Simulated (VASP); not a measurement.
# Mo (Im-3m) in VASP: notebook, part 2 of 3

VASP 6.6.1. The steps go on from the part before.

### Step 3. Relaxation of cell and atoms, PBE, target pressure 45 GPa, at which the enthalpy is minimised

This run uses another cell than the first one, of 13.85 Å³/atom, 0.889 times its volume.

INCAR

```
SYSTEM = Mo
PREC     = Accurate       ! precision mode
ENCUT    = 600            ! plane-wave cutoff, eV
EDIFF    = 1E-7           ! SCF threshold, eV
ISMEAR   = 1              ! smearing method
SIGMA    = 0.1            ! smearing width, eV
LREAL    = .False.        ! projectors in reciprocal space
LASPH    = .True.         ! aspherical terms in the spheres
NELM     = 80             ! most SCF steps
ALGO     = Normal         ! electronic algorithm
ISIF     = 3              ! what is computed and relaxed
LWAVE    = .False.        ! write WAVECAR
LCHARG   = .False.        ! write CHGCAR
GGA      = PE             ! functional
IBRION   = 2              ! ionic algorithm
NSW      = 90             ! ionic steps
EDIFFG   = -0.005         ! ionic threshold
PSTRESS  = 450.0        
KPAR     = 2
```

KPOINTS

```
regular mesh
0
Gamma
  16 16 16
  0 0 0
```

POSCAR

```
Mo                                      
1.0
   -1.5129867132      1.5129867132      1.5129867132
    1.5129867132     -1.5129867132      1.5129867132
    1.5129867132      1.5129867132     -1.5129867132
  Mo            
     1
Direct
     0.0000000000000000    0.0000000000000000    0.0000000000000000
```

Potentials or basis: VASP PAW PBE potentials, release 64 (Mo_sv).

Run with:

```console
cat potpaw_PBE.64/Mo_sv/POTCAR > POTCAR
mpirun -np 2 vasp_std > vasp.out
```

OUTCAR:

```text
SYSTEM = Mo
   PREC = Accurate
   ENCUT = 600
   EDIFF = 1E-7
   ISMEAR = 1
   LREAL = .False.
   LASPH = .True.
   NELM = 80
   ISIF = 3
   GGA = PE
   IBRION = 2
   NSW = 90
   EDIFFG = -0.005
   PSTRESS = 450.0

 ion  position               nearest neighbor table
   1  0.000  0.000  0.000-

  LATTYP: Found a body centered cubic cell.
 ALAT       =     3.0259734264

  Lattice vectors:

 A1 = (  -1.5129867132,   1.5129867132,   1.5129867132)
 A2 = (   1.5129867132,  -1.5129867132,   1.5129867132)
 A3 = (   1.5129867132,   1.5129867132,  -1.5129867132)

Analysis of symmetry for initial positions (statically):
=====================================================================
 Subroutine PRICEL returns:
 Original cell was already a primitive cell.

 Routine SETGRP: Setting up the symmetry group for a
 body centered cubic supercell.

 Subroutine GETGRP returns: Found 48 space group operations
 (whereof 48 operations were pure point group operations)
 out of a pool of 48 trial point group operations.

The static configuration has the point symmetry O_h .

Analysis of symmetry for dynamics (positions and initial velocities):
[... 172 lines left out ...]
      4     -19.6172      2.00000
      5       7.0550      2.00000
      6      13.0207      2.00000
      7      13.0207      2.00000
      8      13.0207      2.00000
      9      16.5187     -0.00000
     10      16.5187     -0.00000
     11      29.6167      0.00000
[... 309 lines left out ...]
 k-point    24 :       0.2500    0.1875    0.0000
  band No.  band energies     occupation
      1     -46.3151      2.00000
      2     -21.2138      2.00000
      3     -20.2802      2.00000
      4     -19.7968      2.00000
      5       9.9670      2.00000
      6      11.2299      2.00000
      7      12.7709      2.00000
      8      15.8565     -0.00000
      9      17.5069      0.00000
     10      20.1247      0.00000
     11      29.0139      0.00000

 [... further k-points ...]

------------------------ aborting loop because EDIFF is reached ----------------------------------------

  FORCE on cell =-STRESS in cart. coord.  units (eV):
  Direction    XX          YY          ZZ          XY          YZ          ZX
  --------------------------------------------------------------------------------------
  -------------------------------------------------------------------------------------
  Total        3.8915629      3.8915629      3.8915629     -0.0000000     -0.0000000     -0.0000000
  in kB      450.0588513    450.0588513    450.0588513     -0.0000000     -0.0000000     -0.0000000
  external PRESSURE =       0.0588513 kB  Pullay stress =     450.0000000 kB

 VOLUME and BASIS-vectors are now :
 -----------------------------------------------------------------------------
  energy-cutoff  :      600.00
  volume of cell :       13.85
      direct lattice vectors                 reciprocal lattice vectors
    -1.512986713  1.512986713  1.512986713     0.000000000  0.330472168  0.330472168
     1.512986713 -1.512986713  1.512986713     0.330472168  0.000000000  0.330472168
     1.512986713  1.512986713 -1.512986713     0.330472168  0.330472168  0.000000000

 POSITION                                       TOTAL-FORCE (eV/Angst)
 -----------------------------------------------------------------------------------
      0.00000      0.00000      0.00000         0.000000     -0.000000      0.000000
 -----------------------------------------------------------------------------------
    total drift:                                0.000000      0.000000      0.000000

  FREE ENERGIE OF THE ION-ELECTRON SYSTEM (eV)
  ---------------------------------------------------
  free  energy   TOTEN  =       -10.6929045524 eV

  energy  without entropy=      -10.6927703593  energy(sigma->0) =      -10.69285982

  enthalpy is  TOTEN    =        -6.8018504884 eV   P V=        3.8910540640

 reached required accuracy - stopping structural energy minimisation
```

It took 6.7 s on 2 MPI ranks of Intel Xeon Platinum 8488C (Sapphire Rapids), shared host; peak memory 0.14 GiB.

Results:

```
Free energy             : -10.6929 eV
Pressure after relaxing : 45.0 GPa
Band gap on the k mesh  : none (metal or under the smearing width)
```

Final structure:
```yaml
crystal:
  lattice:
    - [-1.51299, 1.51299, 1.51299]
    - [1.51299, -1.51299, 1.51299]
    - [1.51299, 1.51299, -1.51299]
  atoms:
    - { symbol: Mo, position: [0.00000, 0.00000, 0.00000] }
```

Levels at points of the mesh, in eV from the Fermi level:
```tsv
k point	band 3	band 4	band 5	band 6	band 7	band 8	band 9	band 10	band 11
(0.00, 0.00, 0.00)	-34.31	-34.31	-7.64	-1.68	-1.68	-1.68	1.82	1.82	14.92
(0.50, 0.00, 0.00)	-34.95	-34.34	-6.15	-4.08	1.94	2.12	2.67	5.60	12.12
(0.50, 0.50, 0.50)	-35.69	-35.69	-6.50	-6.50	4.66	4.66	4.66	10.02	10.02
```

Caveat: the relaxation stopped at its first step, so nothing moved; the cell is relaxed towards a set pressure, so the enthalpy falls and the energy may rise.

### Step 4. Relaxation of cell and atoms, PBE, target pressure 22 GPa, at which the enthalpy is minimised

INCAR

```
ALGO = Normal
EDIFF = 1E-6
EDIFFG = -0.01
ENCUT = 600
GGA = PE
IBRION = 2
ISIF = 3
ISMEAR = 1
KPAR = 2
LASPH = T
LCHARG = F
LREAL = F
LWAVE = F
NELM = 80
NSW = 90
PREC = Accurate
PSTRESS = 220.0
SIGMA = 0.1
```

KPOINTS

```
k-points
0
Gamma
  16 16 16
```

POSCAR

```
Mo
1.0
   -1.5734150000      1.5734150000      1.5734150000
    1.5734150000     -1.5734150000      1.5734150000
    1.5734150000      1.5734150000     -1.5734150000
Mo
1
Direct
    0.0000000000      0.0000000000      0.0000000000
```

Potentials or basis: VASP PAW PBE potentials, release 64 (Mo_sv).

Run with:

```console
cat potpaw_PBE.64/Mo_sv/POTCAR > POTCAR
mpirun -np 2 vasp_std > vasp.out
```

OUTCAR:

```text
EDIFF = 1E-6
   EDIFFG = -0.01
   ENCUT = 600
   GGA = PE
   IBRION = 2
   ISIF = 3
   ISMEAR = 1
   LASPH = T
   LREAL = F
   NELM = 80
   NSW = 90
   PREC = Accurate
   PSTRESS = 220.0

 ion  position               nearest neighbor table
   1  0.000  0.000  0.000-

  LATTYP: Found a body centered cubic cell.
 ALAT       =     3.1468300000

  Lattice vectors:

 A1 = (  -1.5734150000,   1.5734150000,   1.5734150000)
 A2 = (   1.5734150000,  -1.5734150000,   1.5734150000)
 A3 = (   1.5734150000,   1.5734150000,  -1.5734150000)

Analysis of symmetry for initial positions (statically):
=====================================================================
 Subroutine PRICEL returns:
 Original cell was already a primitive cell.

[... 334 lines left out ...]
 Fermi energy:        13.6403440524

 k-point     1 :       0.0000    0.0000    0.0000
  band No.  band energies     occupation
      1     -47.6806      2.00000
      2     -20.7906      2.00000
      3     -20.7906      2.00000
      4     -20.7906      2.00000
      5       6.1844      2.00000
      6      12.1259      2.00000
      7      12.1259      2.00000
      8      12.1259      2.00000
      9      15.3861     -0.00000
     10      15.3861     -0.00000
     11      28.5270      0.00000
[... 309 lines left out ...]
 k-point    24 :       0.2500    0.1875    0.0000
  band No.  band energies     occupation
      1     -47.3818      2.00000
      2     -22.1228      2.00000
      3     -21.3426      2.00000
      4     -20.9390      2.00000
      5       9.1912      2.00000
      6      10.4521      2.00000
      7      11.7625      2.00000
      8      14.7698     -0.00000
      9      16.2549      0.00000
     10      18.6609      0.00000
     11      27.4389      0.00000

 [... further k-points ...]

------------------------ aborting loop because EDIFF is reached ----------------------------------------

  FORCE on cell =-STRESS in cart. coord.  units (eV):
  Direction    XX          YY          ZZ          XY          YZ          ZX
  --------------------------------------------------------------------------------------
  -------------------------------------------------------------------------------------
  Total        2.0226330      2.0226330      2.0226330     -0.0000000      0.0000000      0.0000000
  in kB      220.4760933    220.4760933    220.4760933     -0.0000000      0.0000000      0.0000000
  external PRESSURE =       0.4760933 kB  Pullay stress =     220.0000000 kB
[... 20 lines left out ...]
  energy  without entropy=      -10.8690291360  energy(sigma->0) =      -10.86892278

  enthalpy is  TOTEN    =        -8.8506042685 eV   P V=        2.0182653330

 reached required accuracy - stopping structural energy minimisation
```

CONTCAR:

```text
Mo
   1.00000000000000
    -1.5431283743060140    1.5431283743060140    1.5431283743060140
     1.5431283743060140   -1.5431283743060140    1.5431283743060140
     1.5431283743060140    1.5431283743060140   -1.5431283743060140
  Mo
     1
Direct
     0.0000000000000000    0.0000000000000000    0.0000000000000000

  0.00000000E+00  0.00000000E+00  0.00000000E+00
```

It took 22 s on 2 MPI ranks of Intel Xeon Platinum 8375C at 2.90GHz (Ice Lake), shared host; peak memory 0.16 GiB.

What came out:

```yaml
Free_energy: -10.8689 eV
Relaxed_volume: 14.70 Å³/atom
Relaxed_cell: a = 2.673 Å, b = 2.673 Å, c = 2.673 Å, α = 109.47°, β = 109.47°, γ = 109.47°
Space_group_after_relaxing_to_0.05_Å: Im-3m (No. 229)
Energy_change_on_relaxing_the_enthalpy_is_what_falls: +68.7 meV/atom
Ionic_steps: 5
Pressure_after_relaxing: 22.0 GPa
Band_gap_on_the_k_mesh: none (metal or under the smearing width)
```

Step by step:
| step | energy change (eV) | largest force (eV/Å) | pressure (GPa) | volume (Å³) |
| --- | --- | --- | --- | --- |
| 1 | 0.0000 | 0.0000 | 3.79 | 15.58 |
| 2 | 1.2498 | 0.0000 | 130.94 | 11.92 |
| 3 | 0.0580 | 0.0000 | 20.13 | 14.78 |
| 4 | 0.0664 | 0.0000 | 21.64 | 14.72 |
| 5 | 0.0687 | 0.0000 | 22.05 | 14.70 |

Final structure:
```xyz
1
Lattice="-1.5431 1.5431 1.5431 1.5431 -1.5431 1.5431 1.5431 1.5431 -1.5431" Properties=species:S:1:pos:R:3 pbc="T T T"
Mo    0.0000    0.0000    0.0000
```

Caveat: the cell is relaxed towards a set pressure, so the enthalpy falls and the energy may rise.

### Step 5. Relaxation of cell and atoms, PBE, target pressure 22 GPa, at which the enthalpy is minimised

This run uses another cell than the first one, of 14.70 Å³/atom, 0.943 times its volume.

Edit INCAR of step 4 so:

```diff
@@ -1,4 +1,4 @@
 ALGO = Normal
-EDIFF = 1E-6
-EDIFFG = -0.01
+EDIFF = 1E-7
+EDIFFG = -0.005
 ENCUT = 600
```

KPOINTS is that of step 4.

POSCAR

```
Mo                                      
1.0
   -1.5431283743      1.5431283743      1.5431283743
    1.5431283743     -1.5431283743      1.5431283743
    1.5431283743      1.5431283743     -1.5431283743
  Mo            
     1
Direct
     0.0000000000000000    0.0000000000000000    0.0000000000000000
```

Run with:

```console
cat potpaw_PBE.64/Mo_sv/POTCAR > POTCAR
mpirun -np 2 vasp_std > vasp.out
```

Run time: 6.9 s. Hardware: 2 MPI ranks of Intel Xeon Platinum 8375C at 2.90GHz (Ice Lake), shared host; peak memory 0.14 GiB.

The run converged. Its results:

```yaml
Free_energy: -10.8679 eV
Pressure_after_relaxing: 22.0 GPa
Band_gap_on_the_k_mesh: none (metal or under the smearing width)
```

Final structure:
```
CELL_PARAMETERS angstrom
-1.54313 1.54313 1.54313
1.54313 -1.54313 1.54313
1.54313 1.54313 -1.54313
ATOMIC_POSITIONS crystal
Mo 0.00000 0.00000 0.00000
```

Levels at points of the mesh, in eV from the Fermi level:
```tsv
k point	band 3	band 4	band 5	band 6	band 7	band 8	band 9	band 10	band 11
(0.00, 0.00, 0.00)	-34.43	-34.43	-7.46	-1.51	-1.51	-1.51	1.75	1.75	14.89
(0.50, 0.00, 0.00)	-34.97	-34.45	-5.73	-3.73	1.81	1.85	2.50	5.17	12.05
(0.50, 0.50, 0.50)	-35.59	-35.59	-5.96	-5.96	4.32	4.32	4.32	9.53	9.53
```

Caveat: the relaxation stopped at its first step, so nothing moved; the cell is relaxed towards a set pressure, so the enthalpy falls and the energy may rise.

(Continued in part 3 of 3.)
